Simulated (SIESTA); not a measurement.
## TaN under changes of volume

One of the cells (10.776 Å³/atom); the others are scaled copies at fixed shape and fractional positions:

```
Ta N
1.0
     2.93800    0.00000    0.00000
    -1.46900    2.54438    0.00000
     0.00000    0.00000    2.88300
Ta N
1 1
Direct
  0.00000 0.00000 0.50000
  0.66667 0.33333 0.00000
```

```yaml
Program: SIESTA 5.4.2
Functional: LDA
Potentials_or_basis: PseudoDojo 0.4 standard (LDA files)
Basis: DZP (energy shift 0.003 Ry; two zetas on semicore shells)
Grid_cutoff: 800 Ry
Energy_shift: 0.003 Ry
k_mesh: 10 × 10 × 9
Occupations: fermi-dirac, width 0.05 eV
Spin: no spin polarisation
```

```tsv
volume (Å³/atom)	energy over the lowest point (meV/atom)	pressure (GPa)
10.129	18.76	16.1
10.345	3.48	6.8
10.560	0.00	-1.4
10.776	7.06	-8.9
10.991	?	?
11.207	48.63	-21.5
11.422	81.29	-26.9
```

Task: What does the run at 10.991 Å³/atom give?

Result: Energy over the lowest point 23.61 meV/atom; pressure -15.6 GPa.

Worked out: A Birch-Murnaghan fit of order 3 (a polynomial in V^(-2/3)) to the other rows has its minimum at 10.52 Å³/atom with B0 = V·E''(V) = 390 GPa and B' = 4.2 at fixed shape and positions, which overstates the stiffness. It gives 23.53 meV/atom at 10.991 Å³/atom, against the run's 23.61, and -dE/dV = -15.6 GPa, against -15.6.

Energies are extrapolated to zero smearing.

Caveats: short orbitals over semicore shells can move pressures by several GPa; the basis of atomic orbitals isn't converged, which shifts pressures, moduli and gaps.
